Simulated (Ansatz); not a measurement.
An Ansatz input:

```yaml
crystal:
  lattice:
    - [-3.2123479743, 3.2084545099, 1.3013788406]
    - [3.2084545099, -3.2123479743, 1.3013788406]
    - [1.6406598338, 1.6406598338, -1.3085097276]
  atoms:
    - { symbol: Pd, position: [0.9999188199, 8.11801e-05, 1.0], spin: 0.5 }
    - { symbol: Pd, position: [0.7500811801, 0.2499188199, 0.5], spin: 0.5 }
hamiltonian:
  xc: pbe
  pseudopotentials:
    kind: paw
    azcp:
      Pd: "pseudopotentials/Pd.paw.azcp"
basis:
  ecutwfc: 420
  fft_grid_basis: typed
kpoints:
  mp_grid: { grid: [15, 15, 15], shift: [0, 0, 0] }
magnetization:
  spin_polarized: true
scf:
  occupations: { method: fermi_dirac, width: 0.05 }
  lower_state_search: "off"
output:
  stress: true
```

Terminal output

```
Engine: ansatz 0.2.0, x86_64-unknown-linux-gnu
Pseudopotentials: kind: paw
Pseudopotential: Pd, paw, valence charge 18, recommended cutoff 420 eV (normal) 
Functional definition: PBE
  parameter kappa = 0.804
  parameter beta = 0.06672455060314922
  exchange = pbe_x(kappa = kappa, mu = beta*pi^2/3)
  correlation = pbe_c(beta = beta)
Crystal: 2 atoms, lattice volume = 27.386 Å³
Basis set: ecut = 420 eV, 553 PW (Γ)
Bands: 23, of which v1, the nominal top of the filled ones, is band 18 counted from 1 (17 counted from 0)
Symmetry: 4 space group operations
Space group: C2/c (ITA 15), of the structure as read, at distance tolerance 3.0e-5 Å
Magnetic group: BNS 15.85 (UNI 92), of the structure as read, at distance tolerance 3.0e-5 Å
k-points: 904 of 3375
Non-local potential: Pd, projectors of the file, l = 0: 2, l = 1: 2, l = 2: 2, l = 3: 1
PAW form: soft (Blöchl's): semilocal exchange-correlation on the pseudo side does not see the compensation charge
PAW one-centre angular grid: Pd, 590 points (default); XC on 64 Gauss nodes
Initial density: superposition of atomic densities (chi_scale 0.1, normalization cell)
Starting moments: Σ|m| = 1 μB on 2 of 2 sites
Initial wavefunctions: pseudopotential atomic-orbital guess
Functional: x = pbe(κ = 0.804, μ = 0.2195149727645171), c = pbe(β = 0.06672455060314922)
SCF iter   1: F=—  HF=-13946.898384 eV  |F-HF|=—  |Δ(HF+E_count)|=         —  Δρ=9.05e-2 (↑9.05e-2 ↓6.45e-2)  dr2=6.04e0  dr2_m=8.82e-2  M=0.493 μB ∫|m|=0.510 μB  β_m=0.30  ethr=3.10e-3  ⟨swp⟩=5.3  Hψ=181060  notcnv=0
spin=Collinear: Kerker preconditioning applied to the charge; magnetization (m = ρ↑ − ρ↓) channel mixes plain (no charge-response kernel on spin).
SCF iter   2: F=—  HF=-13945.844186 eV  |F-HF|=—  |Δ(HF+E_count)|=    1.05e0  Δρ=5.63e-2 (↑5.63e-2 ↓3.93e-2)  dr2=2.22e0  dr2_m=4.93e-2  M=0.463 μB ∫|m|=0.486 μB  β_m=0.30  ethr=3.10e-3  ⟨swp⟩=2.7  Hψ=82572  notcnv=0  defer=699
SCF iter   3: F=—  HF=-13945.261833 eV  |F-HF|=—  |Δ(HF+E_count)|=   5.82e-1  Δρ=2.04e-2 (↑1.47e-2 ↓2.04e-2)  dr2=8.92e-2  dr2_m=2.46e-2  M=0.456 μB ∫|m|=0.480 μB  β_m=0.30  ethr=3.10e-3  ⟨swp⟩=2.3  Hψ=68029  notcnv=0  defer=699
SCF iter   4: F=—  HF=-13945.268913 eV  |F-HF|=—  |Δ(HF+E_count)|=   7.08e-3  Δρ=9.38e-3 (↑9.38e-3 ↓8.08e-3)  dr2=7.12e-3  dr2_m=1.71e-2  M=0.420 μB ∫|m|=0.446 μB  β_m=0.30  ethr=2.48e-4  ⟨swp⟩=2.0  Hψ=93227  notcnv=0  defer=794
SCF iter   5: F=—  HF=-13945.271986 eV  |F-HF|=—  |Δ(HF+E_count)|=   3.07e-3  Δρ=7.15e-3 (↑7.06e-3 ↓7.15e-3)  dr2=9.99e-4  dr2_m=1.20e-2  M=0.391 μB ∫|m|=0.417 μB  β_m=0.30  ethr=1.98e-5  ⟨swp⟩=2.2  Hψ=57104  notcnv=0  defer=793
SCF iter   6: F=—  HF=-13945.273744 eV  |F-HF|=—  |Δ(HF+E_count)|=   1.76e-3  Δρ=6.02e-3 (↑6.02e-3 ↓5.80e-3)  dr2=5.10e-5  dr2_m=8.74e-3  M=0.363 μB ∫|m|=0.390 μB  β_m=0.30  ethr=2.78e-6  ⟨swp⟩=2.0  Hψ=66930  notcnv=0  defer=793
...
iter 15 did not close the SCF: its close was put off for a magnetic moment that had not settled (scf_convergence_deferred on its scf_iter line)
SCF iter  15: F=-13945.280396 eV  HF=-13945.280396 eV  |F-HF|=1.07e-8  |Δ(HF+E_count)|=   6.39e-7  Δρ=6.71e-6 (↑6.71e-6 ↓6.34e-6)  dr2=2.39e-9  dr2_m=9.35e-9  M=0.000 μB ∫|m|=0.000 μB  β_m=0.90  ethr=2.78e-10  ⟨swp⟩=2.2  Hψ=155182  notcnv=0
iter 16 did not close the SCF: its close was put off for a magnetic moment that had not settled (scf_convergence_deferred on its scf_iter line)
SCF iter  16: F=-13945.280396 eV  HF=-13945.280396 eV  |F-HF|=1.26e-10  |Δ(HF+E_count)|=   1.58e-8  Δρ=1.04e-6 (↑1.04e-6 ↓9.18e-7)  dr2=1.12e-10  dr2_m=1.75e-10  M=-0.000 μB ∫|m|=0.000 μB  β_m=0.95  ethr=6.64e-12  ⟨swp⟩=1.0  Hψ=122664  notcnv=0
SCF iter  17: F=-13945.280396 eV  HF=-13945.280396 eV  |F-HF|=3.64e-12  |Δ(HF+E_count)|=  1.62e-10  Δρ=2.36e-7 (↑1.94e-7 ↓2.36e-7)  dr2=1.15e-11  dr2_m=7.87e-12  M=-0.000 μB ∫|m|=0.000 μB  ethr=1.00e-12  ⟨swp⟩=1.0  Hψ=115306  notcnv=0
WARN: the starting moments were not kept: the SCF closed with an absolute magnetisation of 1.3e-5 μB, where they sum to 1 μB in size (2 sites). That is at most 0.1 of that sum. Measured as dr2_m measures the in/out step, that magnetisation stands 7.2e-11 eV from none, at or under the dr2_threshold of 1.0e-7 eV: it is no larger than a step whose dr2_m would equal this threshold. The system may hold no moment; this SCF shows only that its start led to no more than that. To try another start: raise the starting moments (crystal.atoms[].spin, magnetization.per_species, magnetization.initial_magnetization, or on a non-collinear deck that types none of these the spinor_matrix: blocks that start its atoms; where the total moment is fixed, keep their sum and leave initial_magnetization as it is; typed ones take the place of any that the run laid by itself, positive ones on a crystal's lanthanoids without a Hubbard term where scf.initial_density.shell_occupations: [] is typed) or, if the notice of its spin-set hold's release reads "site moments contracting" or "site moments show no strong build", lengthen the hold (scf.mixing.spin_hold: { on: { confirm: 4 } }; for m-r²SCAN on two components see the key's manual first). Each may lead to a state that holds a moment. A second SCF, from the converged charge density, with the starting moments and any scf.initial_density.shell_occupations laid on it anew, would have followed, and was not run: the deck does not ask for one (magnetization.retry_lost_moments is false, the default). To let it run, set magnetization.retry_lost_moments: true and run the deck again, where that key's refused combinations let it; where memory then withholds it, that run's warning says so.
SCF 1 converged in 17 iterations: F = -13945.280396 eV  dr2 = 1.15e-11
SCF converged after 17 iterations
Magnetization: -0.0000 μB (18.0000 up, 18.0000 down)
Absolute magnetization: 0.0000 μB (∫|ρ↑−ρ↓|, with the PAW one-centre terms)
Spin contamination: 0.0000 ħ² per cell (⟨S²⟩ above its minimum at these occupations)
Per-site moments (μB) at R_I (Å): [(-6.479829143742344e-6, 1.0736399459880848), (-6.479829143656814e-6, 1.0736399459880848)]
Free energy (F): -13945.280396 eV
Harris-Foulkes:  -13945.280396 eV  (|F-HF|=3.64e-12)
Internal energy: -13945.251532 eV  (E = F + TS)
E sigma→0 (E₀):  -13945.265964 eV
Entropy (-TS):   -0.028864 eV (-14.432 meV/atom)
Fermi energy:    21.893152 eV
--- Per-component energies (eV) ---
  E_band       = -208.713903
  E_kinetic    = 1033.214681
  E_local      = -3304.629756  (includes V_loc(G=0)·N_el)
  E_nonlocal   = 434.226409
  E_hartree    = 1357.261300
  E_xc         = -339.750808
  E_vxc        = -426.553181  (∫ρ·V_xc dr)
  E_paw        = -7500.862752  (= ΣΔE_a)
  E_vpaw       = -659.495142  (= ΣTr[D̂ρ^β])
  E_aug_tail   = 0.000402  (compensation charges beyond the density's cutoff)
  E_ewald      = -5624.711008
  E_smearing   = -0.028864  (= −TS)
  E_closure    = 0.000000  (closes the sum)
  Σ components = -13945.280396   (vs F -13945.280396, Δ=0.00e0)
--- Stress (GPa, compression-positive) ---
       29.239048       0.703823       0.317710
        0.703823      29.239048       0.317710
        0.317710       0.317710      29.927002
  P = ⅓ Tr σ = 29.4684 GPa (294.684 kbar)
```

Launched by

```sh
ansatz run input.yaml --threads 1 --pin off --max-ram 3584MiB --backend cpu --events-out ev --progress --plain --runs-dir out
```

On 1 thread of Intel(R) Xeon(R) Platinum 8259CL CPU @ 2.50GHz (Skylake/Cascade Lake) (shared host) this took about 180 s of wall time and 180 s of CPU time.
